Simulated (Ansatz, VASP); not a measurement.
## Two plane-wave programs on HfC

Contents of INCAR:

```
PREC = Accurate
ENCUT = 520
EDIFF = 1E-7
ISMEAR = -1
SIGMA = 0.1
LREAL = F
LASPH = T
NELM = 100
ALGO = Normal
ISIF = 2
LWAVE = F
LCHARG = F
GGA = PE
NBANDS = 14
```

File KPOINTS:

```
regular mesh
0
Gamma
  6 6 6
```

File POSCAR:

```
HfC
1.0
   -0.0460200000      2.3412800000      2.3591800000
    2.2447700000      0.0541400000      2.2590100000
    2.2973600000      2.2937000000      0.0015500000
Hf C
1 1
Direct
    0.5451300000      0.4898700000      0.4574200000
    0.9753933711      0.9947084923      0.9872048404
```

Input for Ansatz:

```yaml
crystal:
  lattice:
    - [-0.04602, 2.34128, 2.35918]
    - [2.24477, 0.05414, 2.25901]
    - [2.29736, 2.2937, 0.00155]
  atoms:
    - { symbol: Hf, position: [0.54513, 0.48987, 0.45742] }
    - { symbol: C, position: [0.975393371068944, 0.9947084922771293, 0.9872048403940441] }
basis:
  ecutwfc: 540.0
  xc_grid: 2
kpoints:
  mp_grid:
    grid: [6, 6, 6]
hamiltonian:
  xc: pbe
scf:
  convergence:
    dr2_threshold: 1.0e-09
  occupations:
    method: fermi_dirac
output:
  forces: true
  stress: true
```

Alike in both runs: task single point; functional PBE; k mesh 6 × 6 × 6; no spin polarisation.

|  | VASP | Ansatz |
| --- | --- | --- |
| version | VASP 6.6.1 | Ansatz 0.2.0 |
| potentials or method | VASP PAW PBE potentials, release 64 (Hf_pv, C) | plane waves, PAW |
| plane-wave cutoff (eV) | 520 | 540 |
| occupations | fermi-dirac, width 0.1 eV | fermi-dirac |
| valence electrons in the cell | 14 | 30 |

VASP gave:

- pressure (GPa): 13.0
- largest component of the traceless stress (GPa): 9.19
- rms of the force components (eV/Å): 0.934

Q: Which values does Ansatz return?

A: Pressure (GPa): 13.4; largest component of the traceless stress (GPa): 9.17; rms of the force components (eV/Å): 0.938.

Atom by atom the forces differ by 0.004 eV/Å (rms over components). The two sets of potentials don't hold the same shells in valence. Ansatz warned: «stress_scf_threshold_loose».

Caveats: the k mesh is coarse (spacing up to 0.41 Å⁻¹), so the values aren't converged; forces of over 1 eV/Å show positions far from the minimum, so gaps and moduli don't describe the material at rest. Spin-orbit coupling is left out, which matters for the levels of Hf.
